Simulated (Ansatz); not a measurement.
**Lattice dynamics of CsH (Fm-3m)**

Aim: the vibrations of CsH (Fm-3m), their spectra, and whether the structure is stable.

Program: Ansatz 0.2.0. Level of theory: DFT PBEsol, scalar-relativistic, plane waves, PAW; PAW set soft_1. Results are calculated unless marked as measured.

The database entry behind the starting cell differs from later determinations by our own check (0.1 to 0.3 % short, probably kX units), so it need not match the best structure at ambient conditions.

**1. Starting point**

It takes space group Fm-3m (No. 225, cubic). Conventional cell: a = 6.376 Å, b = 6.376 Å, c = 6.376 Å, α = 90.00°, β = 90.00°, γ = 90.00°. Nearest to Cs lie 6 H at 3.19 Å. H has 6 Cs at 3.19 Å nearest. Farther neighbours are not listed.

**2. Relaxation**

Harmonic phonons are second derivatives at a point where the forces vanish, and they are wanted at zero stress, so atoms and cell are relaxed first.

input.yaml reads:

```yaml
crystal:
  lattice:
    - [0.0, 3.188, 3.188]
    - [3.188, 0.0, 3.188]
    - [3.188, 3.188, 0.0]
  atoms:
    - { symbol: Cs, position: [0.0, 0.0, 0.0] }
    - { symbol: H, position: [0.5, 0.5, 0.5] }
kpoints:
  mp_grid: { grid: [8, 8, 8] }
hamiltonian:
  xc: pbesol
  pseudopotentials: { kind: paw, azcp: { folder: soft_1 }, xc_functional: pbe }
scf:
  occupations: { method: gaussian, width: 0.02 }
output:
  forces: true
  stress: true
  eigenvalues: true
  write_density: true
  write_potential: true
  elf: true
  volumetric_format: npy
relax:
  adjacent_minimum: "off"
  f_tol: 0.005
  max_steps: 80
  cell: { stress_tol: 0.05 }
```

Run with:

```sh
> ansatz run input.yaml --threads 4 --pin off --max-ram 10240MiB --backend cpu --events-out ev --progress --plain --runs-dir out
```

Numbers of over 12 decimals in the logs are rounded to 6 here.

What it wrote:

```text
Engine: ansatz 0.2.0, aarch64-unknown-linux-gnu
Pseudopotentials: kind: paw
Pseudopotential: Cs, paw, valence charge 9, recommended cutoff 420 eV (normal), soft_1/Cs.paw.azcp
Pseudopotential: H, paw, valence charge 1, recommended cutoff 420 eV (normal), soft_1/H.paw.azcp
Functional definition: PBEsol
  exchange = pbesol_x
  correlation = pbesol_c
Crystal: 2 atoms, lattice volume = 64.801 Å³
Basis set: ecut = 420 eV, 1243 PW (Γ), exchange–correlation on 64×64×64 points (8 copies of the dense FFT grid, shifted against one another)
Bands: 9, of which v1, the nominal top of the filled ones, is band 5 counted from 1 (4 counted from 0)
Symmetry: 48 space group operations
Space group: Fm-3m (ITA 225), of the structure as read, at distance tolerance 4.0e-5 Å
k-points: 29 of 512
Non-local potential: Cs, projectors of the file, l = 0: 3, l = 1: 2, l = 2: 2, l = 3: 2
Non-local potential: H, projectors of the file, l = 0: 2, l = 1: 1
PAW form: soft (Blöchl's): semilocal exchange-correlation on the pseudo side does not see the compensation charge
PAW frozen core: Cs, regenerated for the run's functional, and the local potential with it (the file was generated under x = pbe(κ = 0.804, μ = 0.219515), c = pbe(β = 0.066725))
PAW one-centre angular grid: Cs, 194 points (default); XC on 64 Gauss nodes
PAW one-centre angular grid: H, 110 points (default); XC on 64 Gauss nodes
Initial density: superposition of atomic densities (chi_scale 0.1, normalization cell, long waves kept (reshape's long-wave potential 0.00 eV rms))
Initial wavefunctions: pseudopotential atomic-orbital guess
Functional: x = pbesol(κ = 0.804, μ = 0.123457), c = pbesol(β = 0.046)
SCF iter   1: F=—  HF=-5602.419889 eV  |F-HF|=—  |Δ(HF+E_count)|=         —  Δρ=3.54e-2  dr2=1.42e0  ethr=3.10e-3  ⟨swp⟩=6.6  Hψ=2069  notcnv=0
preconditioner: auto → none  [insulator: Δε(μ)=3.391 eV  Ē_g=11.155 eV  σ=0.020 eV  W_gap=1.00  n_scr=14 (ndim 8)  ℏωp=13.0 eV  f_vac=0.001  D(μ)=0.00/eV (n_scr^D=0)  ε∞_Penn≈2.4]
SCF iter   2: F=—  HF=-5601.911340 eV  |F-HF|=—  |Δ(HF+E_count)|=   5.09e-1  Δρ=7.24e-3  dr2=3.56e-2  ethr=3.10e-3  ⟨swp⟩=3.4  Hψ=732  notcnv=0
SCF iter   3: F=—  HF=-5601.920099 eV  |F-HF|=—  |Δ(HF+E_count)|=   8.76e-3  Δρ=3.71e-3  dr2=5.95e-3  ethr=3.56e-4  ⟨swp⟩=2.0  Hψ=614  notcnv=0
SCF iter   4: F=—  HF=-5601.924887 eV  |F-HF|=—  |Δ(HF+E_count)|=   4.79e-3  Δρ=1.62e-4  dr2=2.36e-5  ethr=5.95e-5  ⟨swp⟩=3.7  Hψ=513  notcnv=0
SCF iter   5: F=—  HF=-5601.924940 eV  |F-HF|=—  |Δ(HF+E_count)|=   5.29e-5  Δρ=5.69e-5  dr2=1.06e-6  ethr=2.36e-7  ⟨swp⟩=2.0  Hψ=429  notcnv=0
SCF iter   6: F=-5601.924942 eV  HF=-5601.924942 eV  |F-HF|=3.16e-8  |Δ(HF+E_count)|=   1.76e-6  Δρ=9.85e-6  dr2=5.22e-8  ethr=1.00e-9  ⟨swp⟩=11.2  Hψ=2228  notcnv=0
SCF 1 converged in 6 iterations: F = -5601.924942 eV  dr2 = 5.22e-8
  greatest PAW one-centre occupation: 0.927 electrons in one spin orbital (limit 2), on the Cs atom at site 0 (counted from 0), in its partial waves of l = 0
relax step   1: F+E_penalty+E_count = -5601.92494167 eV  Δ(F+E_penalty+E_count) = +0.000e0 eV  max|allowed force component| = 7.560e-31 eV/Å  Δτ_max = 0.0000 Å  P = -0.524 GPa  Ω = 64.801 Å³  (6 SCF iters, dr2 threshold 1.00e-7 eV, accepted)
Crystal: 2 atoms, lattice volume = 63.141 Å³
Initial density: handed on by an earlier stage of this run
Initial wavefunctions: those handed on with the density
iter 1 solved again at ethr=1.22e-5 eV; its pass at ethr=3.10e-3 eV (dr2=1.22e-3 eV) is discarded
SCF iter   1: F=—  HF=-5601.929854 eV  |F-HF|=—  |Δ(HF+E_count)|=         —  Δρ=1.08e-3  dr2=1.28e-3  ethr=1.22e-5  ⟨swp⟩=1.8  Hψ=2410  notcnv=0
preconditioner: auto → none  [insulator: Δε(μ)=2.143 eV  Ē_g=11.371 eV  σ=0.020 eV  W_gap=1.00  n_scr=14 (ndim 8)  ℏωp=13.2 eV  f_vac=0.011  D(μ)=0.00/eV (n_scr^D=0)  ε∞_Penn≈2.4]
SCF iter   2: F=—  HF=-5601.929412 eV  |F-HF|=—  |Δ(HF+E_count)|=   4.42e-4  Δρ=1.30e-4  dr2=1.81e-5  ethr=1.22e-5  ⟨swp⟩=2.0  Hψ=390  notcnv=0
SCF iter   3: F=—  HF=-5601.929428 eV  |F-HF|=—  |Δ(HF+E_count)|=   1.62e-5  Δρ=7.62e-5  dr2=3.33e-6  ethr=1.81e-7  ⟨swp⟩=2.7  Hψ=362  notcnv=0
SCF iter   4: F=-5601.929435 eV  HF=-5601.929435 eV  |F-HF|=2.55e-8  |Δ(HF+E_count)|=   6.30e-6  Δρ=1.15e-5  dr2=7.90e-8  ethr=2.00e-9  ⟨swp⟩=7.7  Hψ=2012  notcnv=0
SCF 2 converged in 4 iterations: F = -5601.929435 eV  dr2 = 7.90e-8
  greatest PAW one-centre occupation: 0.928 electrons in one spin orbital (limit 2), on the Cs atom at site 0 (counted from 0), in its partial waves of l = 0
relax step   2: F+E_penalty+E_count = -5601.92943472 eV  Δ(F+E_penalty+E_count) = -4.493e-3 eV  max|allowed force component| = 2.917e-31 eV/Å  Δτ_max = 0.0000 Å  P = -0.302 GPa  Ω = 63.141 Å³  energy of the carried Pulay correction = +1.890e-4 eV  (4 SCF iters, dr2 threshold 2.00e-7 eV, accepted)
Crystal: 2 atoms, lattice volume = 61.017 Å³
iter 1 solved again at ethr=2.33e-5 eV; its pass at ethr=3.10e-3 eV (dr2=2.33e-3 eV) is discarded
SCF iter   1: F=—  HF=-5601.932347 eV  |F-HF|=—  |Δ(HF+E_count)|=         —  Δρ=1.49e-3  dr2=2.34e-3  ethr=2.33e-5  ⟨swp⟩=1.3  Hψ=2423  notcnv=0
preconditioner: auto → none  [insulator: Δε(μ)=2.105 eV  Ē_g=11.410 eV  σ=0.020 eV  W_gap=1.00  n_scr=14 (ndim 8)  ℏωp=13.4 eV  f_vac=0.008  D(μ)=0.00/eV (n_scr^D=0)  ε∞_Penn≈2.4]
SCF iter   2: F=—  HF=-5601.931523 eV  |F-HF|=—  |Δ(HF+E_count)|=   8.24e-4  Δρ=1.77e-4  dr2=3.35e-5  ethr=2.33e-5  ⟨swp⟩=2.1  Hψ=407  notcnv=0
SCF iter   3: F=—  HF=-5601.931551 eV  |F-HF|=—  |Δ(HF+E_count)|=   2.79e-5  Δρ=1.04e-4  dr2=5.87e-6  ethr=3.35e-7  ⟨swp⟩=2.9  Hψ=369  notcnv=0
SCF iter   4: F=-5601.931562 eV  HF=-5601.931562 eV  |F-HF|=5.40e-8  |Δ(HF+E_count)|=   1.06e-5  Δρ=1.64e-5  dr2=1.54e-7  ethr=2.00e-9  ⟨swp⟩=7.9  Hψ=2030  notcnv=0
SCF 3 converged in 4 iterations: F = -5601.931562 eV  dr2 = 1.54e-7
relax step   3: F+E_penalty+E_count = -5601.93156153 eV  Δ(F+E_penalty+E_count) = -2.127e-3 eV  max|allowed force component| = 2.362e-31 eV/Å  Δτ_max = 0.0000 Å  P = +0.027 GPa  Ω = 61.017 Å³  energy of the carried Pulay correction = +4.381e-4 eV  (4 SCF iters, dr2 threshold 2.00e-7 eV, accepted)
Basis set: ecut = 420 eV, 1243 PW (Γ), exchange–correlation on 60×60×60 points (8 copies of the dense FFT grid, shifted against one another)
Initial wavefunctions: pseudopotential atomic-orbital guess (no wavefunctions were taken with the density)
iter 1 solved again at ethr=3.77e-7 eV; its pass at ethr=3.10e-3 eV (dr2=3.77e-5 eV) is discarded
SCF iter   1: F=—  HF=-5601.931174 eV  |F-HF|=—  |Δ(HF+E_count)|=         —  Δρ=5.93e-5  dr2=3.41e-7  ethr=3.77e-7  ⟨swp⟩=3.4  Hψ=3026  notcnv=0
preconditioner: auto → none  [insulator: Δε(μ)=2.062 eV  Ē_g=11.423 eV  σ=0.020 eV  W_gap=1.00  n_scr=14 (ndim 8)  ℏωp=13.4 eV  f_vac=0.013  D(μ)=0.00/eV (n_scr^D=0)  ε∞_Penn≈2.4]
SCF iter   2: F=—  HF=-5601.931175 eV  |F-HF|=—  |Δ(HF+E_count)|=   1.03e-6  Δρ=2.90e-5  dr2=5.67e-8  ethr=3.41e-9  ⟨swp⟩=2.8  Hψ=390  notcnv=0
SCF iter   3: F=—  HF=-5601.931176 eV  |F-HF|=—  |Δ(HF+E_count)|=   5.13e-7  Δρ=4.58e-6  dr2=1.76e-9  ethr=5.67e-10  ⟨swp⟩=2.2  Hψ=365  notcnv=0
SCF iter   4: F=—  HF=-5601.931176 eV  |F-HF|=—  |Δ(HF+E_count)|=   1.59e-8  Δρ=3.03e-7  dr2=6.87e-11  ethr=1.76e-11  ⟨swp⟩=2.1  Hψ=375  notcnv=0
SCF iter   5: F=-5601.931176 eV  HF=-5601.931176 eV  |F-HF|=1.27e-11  |Δ(HF+E_count)|=  1.46e-11  Δρ=8.07e-8  dr2=2.21e-12  ethr=1.00e-12  ⟨swp⟩=5.8  Hψ=960  notcnv=0
SCF 4 converged in 5 iterations: F = -5601.931176 eV  dr2 = 2.21e-12
relax step   4: F+E_penalty+E_count = -5601.93117601 eV  Δ(F+E_penalty+E_count) = +3.855e-4 eV  max|allowed force component| = 2.588e-31 eV/Å  Δτ_max = 0.0000 Å  P = +0.022 GPa  Ω = 61.017 Å³  stress off target by 2.25e-2 GPa  SCF on the basis re-selected at this cell (its energy is not comparable with the rows above)  (5 SCF iters)
basis re-selected at this cell: Δ(F+E_penalty+E_count) = +3.855e-4 eV, ΔP = -0.004 GPa vs the last step (what re-selecting the basis moved, of the pressure what is left beyond the Pulay correction that the steps carried, after the strain that the cell walked since its last selection, with what the two solves' SCF thresholds leave and, on support functions, any second-order correction that the steps lacked; it is no measure of the basis error at this ecutwfc). The dense FFT grid was sized anew with the basis: this SCF ran on 30×30×30 points, the steps before it on 32×32×32, so part of this shift can come from that change (see relax.cell in the input reference). [rest of the remark cut]
SCF converged after 5 iterations
Free energy (F): -5601.931176 eV
Harris-Foulkes:  -5601.931176 eV  (|F-HF|=1.27e-11)
Internal energy: -5601.931176 eV  (E = F + TS)
E sigma→0 (E₀):  -5601.931176 eV
Fermi energy:    4.780540 eV
--- Per-component energies (eV) ---
  E_band       = -56.297929
  E_kinetic    = 156.909978
  E_local      = -246.266500  (includes V_loc(G=0)·N_el)
  E_nonlocal   = 24.297451
  E_hartree    = 83.271226
  E_xc         = -186.899907
  E_vxc        = -148.975170  (∫ρ·V_xc dr)
  E_paw        = -4977.651532  (= ΣΔE_a)
  E_vpaw       = -8.805313  (= ΣTr[D̂ρ^β])
  E_aug_tail   = -0.000814  (compensation charges beyond the density's cutoff)
  E_ewald      = -455.735242
  E_core_change = 0.144164  (= ΣΔE_core)
  E_smearing   = -0.000000  (= −TS)
  E_closure    = 0.000000  (closes the sum)
  Σ components = -5601.931176   (vs F -5601.931176, Δ=0.00e0)
--- Forces (eV/Å), atoms counted from 1 ---
  atom   1  Cs    -0.00000000     0.00000000    -0.00000000
  atom   2  H      0.00000000    -0.00000000    -0.00000000
  max |Σ_I F_I| component: 2.71e-31 eV/Å
--- Stress (GPa, compression-positive) ---
        0.022451      -0.000000      -0.000000
       -0.000000       0.022451       0.000000
       -0.000000      -0.000000       0.022451
  P = ⅓ Tr σ = 0.0225 GPa (0.225 kbar)
--- Band table (eV; the first three rows and the last of 29) ---
  k-point 0: bands = ["-17.7281", "-4.0954", "-4.0954", "-4.0954", "1.8394", "8.8754", "8.8754", "8.8754", "9.7728"]
  k-point 1: bands = ["-17.7138", "-4.2684", "-4.1120", "-4.1120", "2.1087", "8.3443", "8.9912", "8.9912", "9.5111"]
  k-point 2: bands = ["-17.6787", "-4.6435", "-4.1515", "-4.1515", "2.7420", "7.2281", "8.8997", "8.8997", "9.6221"]
  k-point 28: bands = ["-17.5961", "-4.6978", "-4.6978", "-4.4782", "2.8955", "7.8443", "7.8443", "8.8633", "12.3083"]
--- Relaxed structure (3 steps of the walk, 3 accepted, 1 SCFs on fresh bases) ---
  F+E_penalty+E_count = -5601.93117601 eV   max|allowed force component| = 2.588e-31 eV/Å   (the final SCF, on the basis selected at the relaxed cell)
  cell:  # Å, volume = 61.0169 Å³
    - [0, 3.124689, 3.124689]
    - [3.124689, 0, 3.124689]
    - [3.124689, 3.124689, 0]
  atoms:
    - { symbol: Cs, position: [0, 0, 0] }
    - { symbol: H, position: [0.5, 0.5, 0.5] }
```

The job ended after 2.1 s (4 threads of Arm Neoverse V1, shared host; peak memory 0.34 GiB).

The steps of the relaxation:

```csv
step,energy less that of the first step (eV),largest force component (eV/Å),pressure (GPa),volume (Å³)
1,0.0000,0.0000,-0.52,64.80
2,-0.0045,0.0000,-0.30,63.14
3,-0.0066,0.0000,0.03,61.02
4*,-0.0062,0.0000,0.02,61.02
```

Relaxation steps marked * repeat the geometry before them on a plane-wave basis chosen anew for their cell, so energy and pressure can jump there.

Forces are held to the 48 operations that the run works with; a distortion that breaks them can't arise in this run.

```csv
"conventional cell, symmetrised",before,after,change
a (Å),6.376,6.249,-2.0 %
b (Å),6.376,6.249,-2.0 %
c (Å),6.376,6.249,-2.0 %
volume (Å³/atom),32.40,30.51,-5.8 %
```

Final coordinates:

```xyz
2
Lattice="0.0000 3.1247 3.1247 3.1247 0.0000 3.1247 3.1247 3.1247 0.0000" Properties=species:S:1:pos:R:3 pbc="T T T"
Cs    0.0000    0.0000    0.0000
H     3.1247    3.1247    3.1247
```

Numbers from this step:

- pressure: 0.02245 GPa
- gap on the k-mesh: 2.062 eV
- volume per atom: 30.51 Å³
- direct gap on mesh: 2.062 eV

Valence density in the ac plane of the conventional cell at fractional y = 0.000, with atoms of Cs and H within 0.2 Å of it. It is the smooth field of the valence electrons, not physical close to the nuclei.

Values in e/Å³, 9 rows by 16 columns, each cell a mean:
```
0.6 1.0 0.7 0.2 0.1 0.1 0.2 0.4 0.6 0.3 0.1 0.1 0.1 0.5 1.0 0.8
0.5 0.4 0.2 0.1 0.0 0.0 0.1 0.1 0.1 0.1 0.0 0.0 0.0 0.1 0.3 0.5
0.1 0.1 0.0 0.0 0.0 0.1 0.2 0.3 0.3 0.2 0.1 0.0 0.0 0.0 0.1 0.1
0.3 0.2 0.1 0.1 0.1 0.4 0.9 0.9 0.9 1.0 0.6 0.2 0.1 0.1 0.1 0.3
1.0 0.4 0.1 0.1 0.2 0.6 1.1 0.4 0.0 0.9 0.9 0.3 0.1 0.1 0.2 0.7
0.2 0.1 0.1 0.0 0.1 0.3 0.7 0.9 0.9 0.8 0.4 0.1 0.1 0.1 0.1 0.2
0.1 0.1 0.0 0.0 0.0 0.1 0.1 0.2 0.2 0.1 0.1 0.0 0.0 0.0 0.1 0.1
0.8 0.6 0.3 0.1 0.0 0.0 0.1 0.1 0.1 0.1 0.1 0.0 0.1 0.2 0.5 0.7
0.3 1.0 0.8 0.3 0.1 0.1 0.2 0.6 0.9 0.3 0.1 0.1 0.1 0.6 1.1 0.5
```
Columns run along a (6.2 Å), rows up along c (6.2 Å), edges of the conventional cell, whose origin can differ from the input's. Atoms in or near the plane, at fractional coordinates: Cs at (0.00, 0.00), Cs at (0.50, 0.50), H at (0.50, 0.00), H at (0.00, 0.50).

ELF in the ac plane of the conventional cell at fractional y = 0.000, with atoms of Cs and H within 0.2 Å of it. It is the smooth field of the valence electrons, not physical close to the nuclei.

Ten even steps from '0' (0.02) to '9' (1.00), each cell a mean:
```
37871289999514884
78851279999403788
88630035654101578
54200001110000134
11000024443100001
55300368887510145
99711688788730499
99822786358841599
99822785137841699
99821687568841599
88511588888620378
22100256776300022
21000011221000011
76410012221000357
88740158887302688
67861289999514887
16872289999515873
```
Columns run along a (6.2 Å), rows up along c (6.2 Å), edges of the conventional cell, whose origin can differ from the input's. Atoms in or near the plane, at fractional coordinates: Cs at (0.00, 0.00), Cs at (0.50, 0.50), H at (0.50, 0.00), H at (0.00, 0.50).

Electrostatic potential energy in the ac plane of the conventional cell at fractional y = 0.000, with atoms of Cs and H within 0.2 Å of it. With pseudopotentials it is smooth inside the atoms' cores, unlike the true potential.

Ten even steps from '_' (-21 eV) to '@' (8 eV), each cell a mean:
```
____..**%%@@@@##::++@@@@@@##--____
____--##@@@@@@@@@@@@@@@@@@%%++..__
::==**%%@@@@@@@@@@@@@@@@@@%%##++--
##%%%%@@@@@@@@@@@@@@@@@@@@@@%%%%##
@@@@@@@@@@@@%%%%####%%%%@@@@@@@@@@
@@@@@@@@@@%%**==----++##%%@@@@@@@@
@@@@@@@@%%##--______..++%%@@@@@@@@
::%%@@@@%%++..________--##@@@@@@++
__**@@@@%%++__________--##@@@@@@::
**@@@@@@%%**..________==%%@@@@@@##
@@@@@@@@@@##++..__..--**%%@@@@@@@@
@@@@@@@@@@%%##**++++##%%@@@@@@@@@@
%%%%@@@@@@@@@@%%%%%%%%@@@@@@@@@@%%
++**%%%%@@@@@@@@@@@@@@@@@@@@%%##**
__::++%%@@@@@@@@@@@@@@@@@@%%**--..
____::**%%@@@@@@**%%@@@@@@%%==____
______++%%@@@@**__::@@@@@@##::____
```
Columns run along a (6.2 Å; values clipped at the 3rd and 97th percentile), rows up along c (6.2 Å), edges of the conventional cell, whose origin can differ from the input's. Atoms in or near the plane, at fractional coordinates: Cs at (0.00, 0.00), Cs at (0.50, 0.50), H at (0.50, 0.00), H at (0.00, 0.50).

In this step the volume went from 32.40 to 30.51 Å³/atom.

**3. Tight relaxation**

Phonons need a cell at rest on their own settings, so the relaxation is repeated with tight tolerances on forces and stress, using the mesh and the filling of the phonon run that follows.

input.yaml, the sections that differ from step 2:

```yaml
crystal:
  lattice:
    - [0.0, 3.1246890398, 3.1246890398]
    - [3.1246890398, 0.0, 3.1246890398]
    - [3.1246890398, 3.1246890398, 0.0]
  atoms:
    - { symbol: Cs, position: [0.0, 0.0, 0.0] }
    - { symbol: H, position: [0.5, 0.5, 0.5] }
scf:
  occupations: { method: fixed }
output:
  forces: true
  stress: true
  eigenvalues: true
relax:
  adjacent_minimum: "off"
  f_tol: 0.001
  max_steps: 60
  cell: { stress_tol: 0.01 }
# kpoints, hamiltonian: as in step 2
```

What it wrote:

```text
[...]
Crystal: 2 atoms, lattice volume = 61.017 Å³
Basis set: ecut = 420 eV, 1243 PW (Γ), exchange–correlation on 60×60×60 points (8 copies of the dense FFT grid, shifted against one another)
Bands: 9, of which v1, the nominal top of the filled ones, is band 5 counted from 1 (4 counted from 0)
Symmetry: 48 space group operations
[...]
k-points: 29 of 512
[...]
-0.000000       0.000000       0.000449
  P = ⅓ Tr σ = 0.0004 GPa (0.004 kbar)
--- Band table (eV; the first three rows and the last of 29) ---
[...]
--- Relaxed structure (3 steps of the walk, 3 accepted, 1 SCFs on fresh bases) ---
[...]
cell:  # Å, volume = 61.1496 Å³
    - [0, 3.126953, 3.126953]
    - [3.126953, 0, 3.126953]
    - [3.126953, 3.126953, 0]
  atoms:
    - { symbol: Cs, position: [0, 0, 0] }
    - { symbol: H, position: [0.5, 0.5, 0.5] }
[key lines of the parts left out:]
SCF converged after 4 iterations
Free energy (F): -5601.931188 eV
Fermi energy:    3.731130 eV
```

Elapsed: 1.9 s, on 4 threads; peak memory 0.32 GiB.

Little changed from the start: no atom moved by 0.005 Å and no cell edge by 0.1 %.

Numbers from this step:

| Item | Value |
| --- | --- |
| pressure | 4.49e-4 GPa |
| gap on the k-mesh | 2.065 eV |
| volume per atom | 30.57 Å³ |
| direct gap on mesh | 2.065 eV |

The forces vanish by symmetry and the pressure is 0.000 GPa, within the tolerances set. The cell now holds 30.57 Å³/atom.

(Part 1 of 2 ends here.)

[Logs are printed without paths, hosts, clocks, repeated set-up lines and the standing remarks that a program may print on its own settings, such as how far it seeks lower states.]

[Hosts, paths, dates, database ids (printed as entryN), source tags and the programs' standing remarks are cut or masked in the printed files.]
